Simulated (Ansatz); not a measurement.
# SnO: equation of state with PBE

The system is SnO.

```xyz
4
Lattice="3.3550 0.0000 0.0000 0.0000 5.6741 0.0000 0.0000 0.0000 4.2220" Properties=species:S:1:pos:R:3 pbc="T T T"
Sn    1.6775    4.3582    0.0555
Sn    0.0000    1.3159    2.1665
O     1.6775    0.6171    1.0000
O     0.0000    5.0570    3.1110
```

The cell comes from a database or a generator and needn't be the stable form of this composition.

```json
{"Program": "Ansatz 0.2.0", "Task": "equation of state", "Functional": "PBE", "Potentials or basis": "Ansatz PAW", "Cutoff": "420 eV", "Density cutoff": "1680 eV", "k mesh": "8 × 5 × 6", "Occupations": "fermi-dirac, width 0.05 eV", "Spin": "no spin polarisation"}
```

```yaml
Equilibrium_volume: 20.18 Å³/atom
Bulk_modulus_at_fixed_shape_and_positions: 74 GPa
Pressure_derivative_of_the_bulk_modulus: 4.4
```

Energy against volume, from the lowest point:
```
volume (Å³/atom)  energy (meV/atom)
          18.887              21.52
          19.289               9.78
          19.691               2.78
          20.093               0.00
          20.495               1.01
          20.897               5.43
          21.299              12.92
```

All runs of the series together: 26 s on 2 threads of Arm Neoverse V2, on a shared host.

Caveat: the cell was scaled at fixed shape and fractional positions, which overstates the stiffness of a crystal with free parameters, most of all of layers and chains.
